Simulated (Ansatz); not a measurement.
**A strain series on AgCl (rocksalt): epitaxial in the xy plane**

AgCl (rocksalt), relaxed with r2SCAN in Ansatz 0.2.0, then strained (epitaxial in the xy plane; changes of length per length, axes as in the cell below) with the atoms relaxed again within the symmetry that is left. It is cubic, Fm-3m (No. 225); a = 5.546 Å in the conventional setting, 21.33 Å³ an atom. Around Ag lie 6 Cl at 2.77 Å; around Cl lie 6 Ag at 2.77 Å. The values are computed, spin-unpolarised, and not measurements.

```yaml
crystal:
  lattice:
    - [0.00000, 2.77318, 2.77318]
    - [2.77318, 0.00000, 2.77318]
    - [2.77318, 2.77318, 0.00000]
  atoms:
    - { symbol: Ag, position: [0.00000, 0.00000, 0.00000] }
    - { symbol: Cl, position: [0.50000, 0.50000, 0.50000] }
```

Gaps are the least over each mesh (PBE 8×8×8, r2SCAN 8×8×8, HSE06 6×6×6 when unstrained) and the special points, which keep their unstrained names; stress is the change from the unstrained cell, compression positive.

```tsv
strain (%)	free normal strain (%)	gap, PBE (eV)	gap, r2SCAN (eV)	gap, HSE06 (eV)	edges, HSE06	in-plane stress, r2SCAN (GPa)	energy rise, r2SCAN (meV/atom)
-5.0	+6.53	0.586	1.134	2.024	L → Γ	+5.38	30.2
-1.0	+1.13	0.844	1.406	2.333	L → Γ	+0.73	0.9
-0.5	+0.53	0.878	1.441	2.373	L → Γ	+0.35	0.2
0.0	0.00	0.912	1.475	2.411	L → Γ	0.00	0.0
+1.03	-1.21	0.849	1.407	2.340	L → Γ	-0.56	0.9
+1.11	-1.30	0.845	1.403	2.336	L → Γ	-0.60	1.0
+4.01	-4.13	0.751	1.291	2.219	L → Γ	-1.69	10.6
+4.62	-4.64	0.744	1.280	2.207	L → Γ	-1.84	13.5
```

**Question.** Estimate the row for a strain of +2.0 %.

**Answer.**
```tsv
strain (%)	free normal strain (%)	gap, PBE (eV)	gap, r2SCAN (eV)	gap, HSE06 (eV)	edges, HSE06	in-plane stress, r2SCAN (GPa)	energy rise, r2SCAN (meV/atom)
+2.0	-2.22	0.806	1.358	2.289	L → Γ	-1.02	3.0
```

Between zero and the nearest strains the slope of the HSE06 gap against strain is +0.076 eV per percent for negative and -0.068 for positive strain; it falls either way, as happens when edge states split or other valleys take over.

The runs are scalar-relativistic, without spin-orbit coupling.

The meshes of the hybrids are coarse, so their gaps aren't converged to the digits shown.
